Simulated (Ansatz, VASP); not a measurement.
**Two plane-wave programs on PtS2**

```
CELL_PARAMETERS angstrom
1.73914 1.00409 5.09587
-1.73914 1.00409 5.09587
0.00000 -2.00819 5.09587
ATOMIC_POSITIONS crystal
Pt 0.99737 0.99737 0.99737
S 0.42560 0.42560 0.42560
S 0.24369 0.24369 0.24369
```

The cell was built by a generator and needn't be a form met in nature.

Alike in both runs: task single point; functional r2SCAN; k mesh 6 × 6 × 6; occupations fermi-dirac, width 0.02 eV; no spin polarisation.

|  | VASP | Ansatz |
| --- | --- | --- |
| version | VASP 6.6.1 | Ansatz 0.2.0 |
| potentials or method | VASP PAW PBE potentials, release 64 (Pt, S) | plane waves, PAW |
| plane-wave cutoff (eV) | 520 | 500 |
| valence electrons in the cell | 22 | 30 |

Ansatz gave:

| Property | Result |
| --- | --- |
| pressure (GPa) | 1.4 |
| largest component of the traceless stress (GPa) | 0.26 |
| rms of the force components (eV/Å) | 0.010 |

Q: Estimate VASP's values.

A: Pressure (GPa): 1.2; largest component of the traceless stress (GPa): 0.33; rms of the force components (eV/Å): 0.022.

Atom by atom the forces differ by 0.016 eV/Å (rms over components). The two sets of potentials don't hold the same shells in valence.

Caveats: the PAW data sets were made with another functional, which shifts forces and pressure a little (VASP). Spin-orbit coupling is left out, which matters for the levels of Pt.
